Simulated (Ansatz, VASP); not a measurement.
**Two plane-wave programs on LiF**

```xyz
2
Lattice="0.0000 2.0140 2.0140 2.0140 0.0000 2.0140 2.0140 2.0140 0.0000" Properties=species:S:1:pos:R:3 pbc="T T T"
Li   -0.4500   -0.4500    0.0000
F     2.0140    2.0140    2.0140
```

Alike in both runs: task single point; functional PBEsol; k mesh 10 × 10 × 10; occupations gaussian, width 0.05 eV; no spin polarisation.

```csv
,VASP,Ansatz
version,VASP 6.6.1,Ansatz 0.2.0
potentials or method,"VASP PAW PBE potentials, release 64 (Li_sv, F)","scalar-relativistic, plane waves, PAW"
plane-wave cutoff (eV),520,420
valence electrons in the cell,10,10
```

VASP gave:

* gap on the k mesh at the Fermi level (eV): 8.36
* least direct gap on the mesh (eV): 8.36
* rms of the force components (eV/Å): 1.026

Problem. Estimate Ansatz's values.

Solution. gap on the k mesh at the Fermi level (eV): 8.38; least direct gap on the mesh (eV): 8.38; rms of the force components (eV/Å): 0.970.

Atom by atom the forces differ by 0.055 eV/Å (rms over components). With one functional, cell and mesh, what is left measures potentials, basis and numerics.

Caveats: the PAW data sets were made with another functional, which shifts forces and pressure a little (VASP). A k mesh can miss the band edges.
